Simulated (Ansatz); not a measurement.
# Ge (Cmmm) in Ansatz: settings compared

Aim: see how the results for Ge move with the level of theory and the settings. Levels: LDA, PBE. Tasks: elastic constants, phonons.

Everything below comes from runs of Ansatz 0.2.0. Logs are shortened: lines on timing, memory, paths and dates and some standing lists are left out, and cuts for length are marked.

### 1 The structure

It takes space group Cmmm (No. 65, orthorhombic). Conventional cell: a = 2.794 Å, b = 5.201 Å, c = 2.698 Å, α = 90.00°, β = 90.00°, γ = 90.00°. Ge (site symmetry mmm) has 8 Ge at 2.70 to 2.95 Å as nearest neighbours.

This isn't the form of Ge at room conditions, which is diamond.

### 2 Elastic constants, LDA

Contents of input.yaml:

```yaml
crystal:
  lattice:
    - [1.397149, -2.600516, 0.0]
    - [1.397149, 2.600516, 0.0]
    - [0.0, 0.0, 2.698231]
  atoms:
    - { symbol: Ge, position: [0.5, 0.5, 0.0] }
hamiltonian:
  xc: lda
  pseudopotentials: { kind: paw }
kpoints:
  mp_grid: { grid: [8, 8, 7] }
scf:
  occupations: { method: fermi_dirac, width: 0.05 }
output:
  forces: true
  stress: true
elastic:
  mode: clamped_ion
  stencil: two_point
```

Potentials or basis: Ansatz PAW.

On the command line:

```console
ansatz run input.yaml --threads 2 --pin off --max-ram 5632MiB --backend cpu --events-out ev --progress --plain --runs-dir out
```

Output:

```text
Warning: RAYON_NUM_THREADS=2 ignored (pool sized by the plan → 2); use --threads N
Engine: ansatz 0.2.0, aarch64-unknown-linux-gnu
Pseudopotentials: kind: paw
Pseudopotential: Ge, paw, valence charge 14, recommended cutoff 420 eV (normal), Ge.paw.azcp
Functional definition: SPW92
  exchange = slater_x
  correlation = pw_c
Crystal: 1 atoms, lattice volume = 19.607 Å³
Basis set: ecut = 420 eV, 397 PW (Γ)
Bands: 11, of which v1, the nominal top of the filled ones, is band 7 counted from 1 (6 counted from 0)
Symmetry: 8 space group operations
Space group: Cmmm (ITA 65), of the structure as read, at distance tolerance 2.7e-5 Å
k-points: 84 of 448
Non-local potential: Ge, projectors of the file, l = 0: 2, l = 1: 2, l = 2: 3, l = 3: 1
PAW form: soft (Blöchl's): semilocal exchange-correlation on the pseudo side does not see the compensation charge
PAW frozen core: Ge, regenerated for the run's functional, and the local potential with it (the file was generated under x = pbe(κ = 0.804, μ = 0.2195149727645171), c = pbe(β = 0.06672455060314922))
PAW one-centre angular grid: Ge, 590 points (default); XC on 64 Gauss nodes
Initial density: superposition of atomic densities (neutral atoms: chi_scale 0, normalization atom), corrected by the library's trained network
Initial wavefunctions: pseudopotential atomic-orbital guess
Functional: x = slater, c = lda
SCF iter   1: F=—  HF=-4215.479155 eV  |F-HF|=—  |Δ(HF+E_count)|=         —  Δρ=5.68e-3  dr2=2.91e-3  ethr=1.77e-3  ⟨swp⟩=5.6  Hψ=5421  notcnv=0
preconditioner: auto → none  [metal: Δε(μ)=0.043 eV  Ē_g=27.019 eV  σ=0.050 eV  W_gap=0.21  n_scr=8 (ndim 8)  ℏωp=31.4 eV  f_vac=0.000  D(μ)=0.82/eV (n_scr^D=8)  sad-step TF]
SCF iter   2: F=—  HF=-4215.478047 eV  |F-HF|=—  |Δ(HF+E_count)|=   1.11e-3  Δρ=3.15e-3  dr2=1.13e-3  ethr=2.08e-5  ⟨swp⟩=1.5  Hψ=1802  notcnv=0
SCF iter   3: F=—  HF=-4215.477715 eV  |F-HF|=—  |Δ(HF+E_count)|=   3.32e-4  Δρ=5.68e-4  dr2=2.41e-5  ethr=8.07e-6  ⟨swp⟩=2.0  Hψ=1072  notcnv=0
SCF iter   4: F=—  HF=-4215.477684 eV  |F-HF|=—  |Δ(HF+E_count)|=   3.11e-5  Δρ=1.11e-4  dr2=1.39e-6  ethr=1.72e-7  ⟨swp⟩=2.0  Hψ=1502  notcnv=0
SCF iter   5: F=—  HF=-4215.477682 eV  |F-HF|=—  |Δ(HF+E_count)|=   2.14e-6  Δρ=2.47e-5  dr2=7.22e-8  ethr=9.94e-9  ⟨swp⟩=2.0  Hψ=1502  notcnv=0
SCF iter   6: F=—  HF=-4215.477682 eV  |F-HF|=—  |Δ(HF+E_count)|=   5.22e-8  Δρ=9.50e-6  dr2=1.08e-8  ethr=5.16e-10  ⟨swp⟩=2.0  Hψ=1337  notcnv=0
SCF iter   7: F=—  HF=-4215.477682 eV  |F-HF|=—  |Δ(HF+E_count)|=   8.26e-9  Δρ=2.52e-6  dr2=6.92e-10  ethr=7.71e-11  ⟨swp⟩=2.0  Hψ=1419  notcnv=0
SCF iter   8: F=—  HF=-4215.477682 eV  |F-HF|=—  |Δ(HF+E_count)|=  5.94e-10  Δρ=1.09e-7  dr2=1.17e-12  ethr=4.94e-12  ⟨swp⟩=2.0  Hψ=1501  notcnv=0
SCF iter   9: F=-4215.477682 eV  HF=-4215.477682 eV  |F-HF|=0.00e0  |Δ(HF+E_count)|=  9.09e-13  Δρ=4.85e-9  dr2=2.46e-15  ethr=1.00e-12  ⟨swp⟩=4.3  Hψ=3157  notcnv=0
SCF 1 converged in 9 iterations: F = -4215.477682 eV  dr2 = 2.46e-15
Crystal: 1 atoms, lattice volume = 19.568 Å³
Initial density: handed on by an earlier stage of this run
Initial wavefunctions: those handed on with the density
iter 1 solved again at ethr=1.49e-8 eV; its pass at ethr=3.10e-3 eV (dr2=2.08e-6 eV) is discarded
SCF iter   1: F=—  HF=-4215.478678 eV  |F-HF|=—  |Δ(HF+E_count)|=         —  Δρ=1.14e-4  dr2=2.65e-6  ethr=1.49e-8  ⟨swp⟩=2.0  Hψ=6777  notcnv=0  defer=1
preconditioner: auto → none  [metal: Δε(μ)=0.032 eV  Ē_g=27.015 eV  σ=0.050 eV  W_gap=0.15  n_scr=8 (ndim 8)  ℏωp=31.4 eV  f_vac=0.000  D(μ)=0.80/eV (n_scr^D=8)]
SCF iter   2: F=—  HF=-4215.478676 eV  |F-HF|=—  |Δ(HF+E_count)|=   2.23e-6  Δρ=4.49e-5  dr2=3.19e-7  ethr=1.49e-8  ⟨swp⟩=1.5  Hψ=959  notcnv=0  defer=1
SCF iter   3: F=—  HF=-4215.478677 eV  |F-HF|=—  |Δ(HF+E_count)|=   1.13e-6  Δρ=5.76e-6  dr2=3.41e-9  ethr=2.28e-9  ⟨swp⟩=1.5  Hψ=967  notcnv=0  defer=1
SCF iter   4: F=—  HF=-4215.478677 eV  |F-HF|=—  |Δ(HF+E_count)|=  7.44e-10  Δρ=3.16e-6  dr2=8.13e-10  ethr=2.44e-11  ⟨swp⟩=2.0  Hψ=1502  notcnv=0  defer=1
SCF iter   5: F=—  HF=-4215.478677 eV  |F-HF|=—  |Δ(HF+E_count)|=  7.88e-10  Δρ=3.25e-7  dr2=1.24e-11  ethr=5.81e-12  ⟨swp⟩=2.0  Hψ=1476  notcnv=0  defer=1
SCF iter   6: F=—  HF=-4215.478677 eV  |F-HF|=—  |Δ(HF+E_count)|=  7.28e-12  Δρ=3.74e-8  dr2=2.05e-13  ethr=8.87e-14 (applied; sched 1.00e-12)  ⟨swp⟩=2.0  Hψ=1500  notcnv=0  defer=10
SCF iter   7: F=-4215.478677 eV  HF=-4215.478677 eV  |F-HF|=0.00e0  |Δ(HF+E_count)|=  9.09e-13  Δρ=3.56e-9  dr2=1.58e-15  ethr=1.00e-12  ⟨swp⟩=4.0  Hψ=2780  notcnv=0
SCF 2 converged in 7 iterations: F = -4215.478677 eV  dr2 = 1.58e-15
Crystal: 1 atoms, lattice volume = 19.646 Å³
iter 1 solved again at ethr=3.03e-9 eV; its pass at ethr=3.10e-3 eV (dr2=4.25e-7 eV) is discarded
SCF iter   1: F=—  HF=-4215.476650 eV  |F-HF|=—  |Δ(HF+E_count)|=         —  Δρ=3.10e-4  dr2=4.25e-7  ethr=3.03e-9  ⟨swp⟩=1.5  Hψ=6363  notcnv=0
preconditioner: auto → none  [metal: Δε(μ)=0.072 eV  Ē_g=27.002 eV  σ=0.050 eV  W_gap=0.34  n_scr=8 (ndim 8)  ℏωp=31.3 eV  f_vac=0.000  D(μ)=0.79/eV (n_scr^D=8)]
SCF iter   2: F=—  HF=-4215.476661 eV  |F-HF|=—  |Δ(HF+E_count)|=   1.05e-5  Δρ=1.55e-4  dr2=9.99e-8  ethr=3.03e-9  ⟨swp⟩=1.0  Hψ=913  notcnv=0
SCF iter   3: F=—  HF=-4215.476664 eV  |F-HF|=—  |Δ(HF+E_count)|=   3.51e-6  Δρ=3.90e-6  dr2=1.22e-10  ethr=7.13e-10  ⟨swp⟩=1.0  Hψ=913  notcnv=0
SCF iter   4: F=—  HF=-4215.476664 eV  |F-HF|=—  |Δ(HF+E_count)|=   2.13e-9  Δρ=2.06e-7  dr2=5.04e-12  ethr=8.73e-13 (applied; sched 1.00e-12)  ⟨swp⟩=2.0  Hψ=1495  notcnv=0
SCF iter   5: F=-4215.476664 eV  HF=-4215.476664 eV  |F-HF|=9.09e-13  |Δ(HF+E_count)|=  7.28e-12  Δρ=2.42e-8  dr2=7.46e-14  ethr=1.00e-12  ⟨swp⟩=3.0  Hψ=3514  notcnv=0
[... 83 lines left out ...]
preconditioner: auto → none  [metal: Δε(μ)=0.047 eV  Ē_g=27.015 eV  σ=0.050 eV  W_gap=0.23  n_scr=8 (ndim 8)  ℏωp=31.4 eV  f_vac=0.000  D(μ)=0.79/eV (n_scr^D=8)]
SCF iter   2: F=—  HF=-4215.477674 eV  |F-HF|=—  |Δ(HF+E_count)|=   5.27e-6  Δρ=1.10e-4  dr2=4.90e-8  ethr=1.43e-9  ⟨swp⟩=1.0  Hψ=1480  notcnv=0
SCF iter   3: F=—  HF=-4215.477676 eV  |F-HF|=—  |Δ(HF+E_count)|=   1.76e-6  Δρ=8.24e-7  dr2=1.69e-11  ethr=3.50e-10  ⟨swp⟩=1.0  Hψ=1480  notcnv=0
SCF iter   4: F=—  HF=-4215.477676 eV  |F-HF|=—  |Δ(HF+E_count)|=  8.37e-11  Δρ=2.11e-8  dr2=8.23e-14  ethr=1.00e-12  ⟨swp⟩=3.1  Hψ=5772  notcnv=0
SCF iter   5: F=-4215.477676 eV  HF=-4215.477676 eV  |F-HF|=9.09e-13  |Δ(HF+E_count)|=  1.82e-12  Δρ=8.39e-9  dr2=4.31e-15  ethr=1.00e-12  ⟨swp⟩=4.0  Hψ=4347  notcnv=0
SCF 13 converged in 5 iterations: F = -4215.477676 eV  dr2 = 4.31e-15
SCF converged after 9 iterations
Free energy (F): -4215.477682 eV
Harris-Foulkes:  -4215.477682 eV  (|F-HF|=0.00e0)
Internal energy: -4215.471593 eV  (E = F + TS)
E sigma→0 (E₀):  -4215.474637 eV
Entropy (-TS):   -0.006089 eV (-6.089 meV/atom)
Fermi energy:    9.784111 eV
--- Per-component energies (eV) ---
  E_band       = -127.307860
  E_kinetic    = 110.734741
  E_local      = -2193.899683  (includes V_loc(G=0)·N_el)
  E_nonlocal   = 418.726695
  E_hartree    = 956.897283
  E_xc         = -75.159332
  E_vxc        = -64.986039  (∫ρ·V_xc dr)
  E_paw        = -1938.422530  (= ΣΔE_a)
  E_vpaw       = -311.678434  (= ΣTr[D̂ρ^β])
  E_aug_tail   = 0.000292  (compensation charges beyond the density's cutoff)
  E_ewald      = -1496.257385
  E_core_change = 1.908326  (= ΣΔE_core)
  E_smearing   = -0.006089  (= −TS)
  E_closure    = -0.000000  (closes the sum)
  Σ components = -4215.477682   (vs F -4215.477682, Δ=0.00e0)
--- Forces (eV/Å), atoms counted from 1 ---
  atom   1  Ge     0.00000000     0.00000000     0.00000000
  max |Σ_I F_I| component: 0.00e0 eV/Å
--- Stress (GPa, compression-positive) ---
       -4.114442       0.000000       0.000000
        0.000000      -7.858457       0.000000
        0.000000       0.000000      -5.030164
  P = ⅓ Tr σ = -5.6677 GPa (-56.677 kbar)
--- Band table (eV; the first three rows and the last of 84) ---
  k-point 0: bands = ["-14.7733", "-14.7172", "-14.6674", "-14.5579", "-14.5454", "-2.8407", "16.6343", "17.0700", "18.5502", "20.2510", "22.5171"]
  k-point 1: bands = ["-14.7389", "-14.7122", "-14.6657", "-14.5707", "-14.5577", "-2.4399", "12.8739", "17.4455", "18.9266", "22.5197", "24.0772"]
  k-point 2: bands = ["-14.7145", "-14.6620", "-14.6487", "-14.5993", "-14.5853", "-1.2618", "8.4503", "18.4647", "19.9455", "23.6652", "25.5280"]
  k-point 83: bands = ["-14.7328", "-14.6847", "-14.6185", "-14.5765", "-14.4989", "4.7142", "7.3813", "8.6076", "13.8717", "17.7830", "22.7336"]
--- Elastic constants: 6 strain directions × 2 members + reference (group order 8) ---
  dense FFT box of the reference and of every strained cell: 20×20×20
  strains applied: 11, 22, 33, 23, 13, 12; error gains: componentwise 1.00 (the most a stress slope's error grows in a printed constant), spectral 1.00 (1 for all six strains in a standard setting)
  C = ∂σ_k/∂η_j (tension-positive GPa; Voigt order 11 22 33 23 13 12):
        44.499     12.403     98.686      0.000      0.000      0.000
         8.408     96.791      9.215      0.000      0.000      0.000
        98.182     12.408     91.390      0.000      0.000      0.000
         0.000      0.000      0.000     19.140      0.000      0.000
         0.000      0.000      0.000      0.000     -1.150      0.000
         0.000      0.000      0.000      0.000      0.000     27.849
  reference stress σ⁰ (GPa):      4.114      7.858      5.030     -0.000     -0.000     -0.000
  C* (energy form; C + prestress term) asymmetry max|C*_kj − C*_jk| = 4.113e-1 GPa — a small one proves nothing (zero by symmetry where the batch's group is 432, −43m or m−3m); a large one is finite-difference/SCF noise where every solve meets its electron count
  moduli (Voigt/Reuss/Hill, GPa): K = 52.44/52.60/52.52   G = 16.70/-6.09/5.31   E = 15.40   ν = 0.451
  mechanically stable: NO (min eigenvalue of sym C = -33.26 GPa)
  strain η (Voigt 11):  stress-route row diagonal C_11 = 44.50 GPa, energy-path curvature d²(F+E_count+ΔE)/dδ²/Ω₀ = 45.05 GPa
         δ    σ_11 (GPa)             F (eV)   n_scf  n_hpsi   n_pw
    -2.000e-3       4.0292       -4215.4786771       7   17029    397
     2.000e-3       4.2072       -4215.4766640       5   14264    397
  strain η (Voigt 22):  stress-route row diagonal C_22 = 96.79 GPa, energy-path curvature d²(F+E_count+ΔE)/dδ²/Ω₀ = 98.48 GPa
         δ    σ_22 (GPa)             F (eV)   n_scf  n_hpsi   n_pw
    -2.000e-3       7.6661       -4215.4795810       7   19146    397
     2.000e-3       8.0533       -4215.4757347       4   12355    397
  strain η (Voigt 33):  stress-route row diagonal C_33 = 91.39 GPa, energy-path curvature d²(F+E_count+ΔE)/dδ²/Ω₀ = 90.38 GPa
         δ    σ_33 (GPa)             F (eV)   n_scf  n_hpsi   n_pw
    -2.000e-3       4.8413       -4215.4788908       7   18161    395
     2.000e-3       5.2068       -4215.4764288       5   15725    397
  strain η (Voigt 23):  stress-route row diagonal C_44 = 19.14 GPa, energy-path curvature d²(F+E_count+ΔE)/dδ²/Ω₀ = 16.34 GPa
         δ    σ_23 (GPa)             F (eV)   n_scf  n_hpsi   n_pw
    -2.000e-3      -0.0383       -4215.4776783       5   21277    395
     2.000e-3       0.0383       -4215.4776783       5   23251    395
  strain η (Voigt 13):  stress-route row diagonal C_55 = -1.15 GPa, energy-path curvature d²(F+E_count+ΔE)/dδ²/Ω₀ = -2.78 GPa
         δ    σ_13 (GPa)             F (eV)   n_scf  n_hpsi   n_pw
    -2.000e-3       0.0023       -4215.4776828       6   25990    397
     2.000e-3      -0.0023       -4215.4776828       5   23624    397
  strain η (Voigt 12):  stress-route row diagonal C_66 = 27.85 GPa, energy-path curvature d²(F+E_count+ΔE)/dδ²/Ω₀ = 25.66 GPa
         δ    σ_12 (GPa)             F (eV)   n_scf  n_hpsi   n_pw
    -2.000e-3      -0.0557       -4215.4776757       6   25274    397
     2.000e-3       0.0557       -4215.4776757       5   25040    397
```

Run time: 9.8 s. Hardware: 2 threads of Arm Neoverse V1, shared host; peak memory 0.28 GiB.

What came out:

```yaml
Free_energy: -4215.4777 eV
Pressure: -5.7 GPa
Band_gap_on_the_k_mesh: none (metal or under the smearing width)
Voigt_bulk_modulus: 52 GPa
```

Stress tensor (GPa, compression positive):
```
-4.11  0.00  0.00
 0.00 -7.86  0.00
 0.00  0.00 -5.03
```

Levels at points of the mesh, in eV from the Fermi level:
```csv
k point,band 3,band 4,band 5,band 6,band 7,band 8,band 9,band 10,band 11
"(0.00, 0.00, 0.00)",-24.45,-24.34,-24.33,-12.62,6.85,7.29,8.77,10.47,12.73
"(0.00, -0.50, 0.00)",-24.38,-24.35,-24.35,-7.62,-5.00,3.65,7.77,10.65,16.72
"(-0.50, -0.50, 0.00)",-24.38,-24.37,-24.34,-8.47,-5.21,5.40,9.43,9.99,15.95
```

Elastic tensor in Voigt notation (GPa, in the Cartesian axes of the cell as first typed):
```
44 12 99  0  0  0
 8 97  9  0  0  0
98 12 91  0  0  0
 0  0  0 19  0  0
 0  0  0  0 -1  0
 0  0  0  0  0 28
```

Caveat: the cell is more than 3 GPa from zero pressure, which shifts response properties; the elastic tensor has a negative eigenvalue, so either the cell is unstable as it stands or the mesh is too thin; the PAW data sets come from PBE, with cores solved anew for the run's functional, which leaves a small shift of forces and pressure.

### 3 Phonons, PBE

Contents of input.yaml:

```yaml
crystal:
  lattice:
    - [1.397149, -2.600516, 0.0]
    - [1.397149, 2.600516, 0.0]
    - [0.0, 0.0, 2.698231]
  atoms:
    - { symbol: Ge, position: [0.5, 0.5, 0.0] }
hamiltonian:
  xc: pbe
  pseudopotentials: { kind: paw }
kpoints:
  mp_grid: { grid: [8, 8, 7] }
scf:
  occupations: { method: fermi_dirac, width: 0.05 }
phonons:
  method: dfpt
```

Potentials or basis: Ansatz PAW.

On the command line:

```console
ansatz run input.yaml --threads 2 --pin off --max-ram 5632MiB --backend cpu --events-out ev --progress --plain --runs-dir out
```

Output:

```text
Warning: RAYON_NUM_THREADS=2 ignored (pool sized by the plan → 2); use --threads N
zone centre: on kpoints.mp_grid the ground state, and the responses unless they are solved on pairs of k-points, stand on 84 of the mesh's 448 k-points, reduced under 8 symmetry operations, with k and −k counted as one. Each operation leaves every solved displacement unchanged or reverses it
[... 3 set-up lines as earlier in the session ...]
Functional definition: PBE
  parameter kappa = 0.804
  parameter beta = 0.06672455060314922
  exchange = pbe_x(kappa = kappa, mu = beta*pi^2/3)
  correlation = pbe_c(beta = beta)
Crystal: 1 atoms, lattice volume = 19.607 Å³
Basis set: ecut = 420 eV, 397 PW (Γ), exchange–correlation on 40×40×40 points (8 copies of the dense FFT grid, shifted against one another)
Bands: 11, of which v1, the nominal top of the filled ones, is band 7 counted from 1 (6 counted from 0)
[... 1 set-up line as earlier in the session ...]
k-points: 84 of 448
[... 30 lines left out ...]
  E_hartree    = 956.245148
  E_xc         = -75.412719
  E_vxc        = -64.321345  (∫ρ·V_xc dr)
  E_paw        = -2017.185202  (= ΣΔE_a)
  E_vpaw       = -307.965695  (= ΣTr[D̂ρ^β])
  E_aug_tail   = 0.000315  (compensation charges beyond the density's cutoff)
  E_ewald      = -1496.257385
  E_smearing   = -0.005934  (= −TS)
  E_closure    = -0.000000  (closes the sum)
  Σ components = -4294.727472   (vs F -4294.727472, Δ=0.00e0)
--- Band table (eV; the first three rows and the last of 84) ---
  k-point 0: bands = ["-14.3725", "-14.3173", "-14.2675", "-14.1589", "-14.1453", "-2.4975", "17.0303", "17.5044", "19.0036", "20.4730", "22.8058"]
  k-point 1: bands = ["-14.3379", "-14.3125", "-14.2659", "-14.1717", "-14.1576", "-2.0952", "13.2147", "17.8851", "19.3857", "22.7895", "24.3403"]
  k-point 2: bands = ["-14.3141", "-14.2621", "-14.2483", "-14.2003", "-14.1852", "-0.9110", "8.7740", "18.9224", "20.4246", "23.9452", "25.8142"]
  k-point 83: bands = ["-14.3325", "-14.2859", "-14.2184", "-14.1768", "-14.0985", "5.1385", "7.6940", "8.9457", "14.1236", "18.2226", "23.0140"]
--- Phonons (Γ-DFPT): 3 representative perturbations + reference, on 84 of 448 k-points (Σ response iterations 9) ---
  k mesh reduced under 8 symmetry operations, with k and −k counted as one. Each operation leaves every solved displacement unchanged or reverses it
  ASR residual: 1.151e-4 → 0.000e0 eV/Å²; symmetrization residual: 0.000e0 eV/Å²
  ASR residual per site (eV/Å²): 1.15e-4
  Γ frequencies (cm⁻¹): 0.00 0.00 0.00
  non-analytic LO–TO correction: not included (Born effective charges unavailable; polar crystals: no LO–TO splitting at Γ)
```

second_order_force_constants.tsv:

```text
# format = ansatz-second-order-force-constants/2
# a1_ang = 1.397149e0 -2.600516e0 0e0
# a2_ang = 1.397149e0 2.600516e0 0e0
# a3_ang = 0e0 0e0 2.698231e0
# n_basis = 1
# site_fields = element frac_a1 frac_a2 frac_a3 mass_amu
# site 0 = Ge 5e-1 5e-1 0e0 7.263e1
# supercell = 1 1 1
# site_rule = site = cell*n_basis + kappa, cell = (t1*n2 + t2)*n3 + t3, with n1 n2 n3 from the supercell key
# method = dfpt
# k_mesh = 8 8 7
# k_mesh_shift = 0 0 0
# occupation_method = fermi_dirac
# smearing_width_ev = 5e-2
# n_rotations = 8
# rotation 0 = -1 0 0 0 -1 0 0 0 -1
# rotation 1 = -1 0 0 0 -1 0 0 0 1
# rotation 2 = 0 -1 0 -1 0 0 0 0 -1
# rotation 3 = 0 -1 0 -1 0 0 0 0 1
# rotation 4 = 0 1 0 1 0 0 0 0 -1
# rotation 5 = 0 1 0 1 0 0 0 0 1
# rotation 6 = 1 0 0 0 1 0 0 0 -1
# rotation 7 = 1 0 0 0 1 0 0 0 1
# asr_row_sum_pre_ev_ang2 0 = 9.303481097171218e-5 0e0 0e0 0e0 9.888903427060503e-5 0e0 0e0 0e0 1.1514776592869147e-4
# asr_residual_pre_ev_ang2 = 1.1514776592869147e-4
# asr_residual_post_ev_ang2 = 0e0
# symmetrization_residual_ev_ang2 = 0e0
# units = eV/Å^2
# kappa	j	t1	t2	t3	kappa_j	phi_xx	phi_xy	phi_xz	phi_yx	phi_yy	phi_yz	phi_zx	phi_zy	phi_zz
0	0	0	0	0	0	0e0	0e0	0e0	0e0	0e0	0e0	0e0	0e0	0e0
```

Wall time 3 s (2 threads of Arm Neoverse V1, shared host); peak memory 0.3 GiB.

Results:

```yaml
Free_energy: -4294.7275 eV
Band_gap_on_the_k_mesh: none (metal or under the smearing width)
```

(Continued in part 2 of 2.)
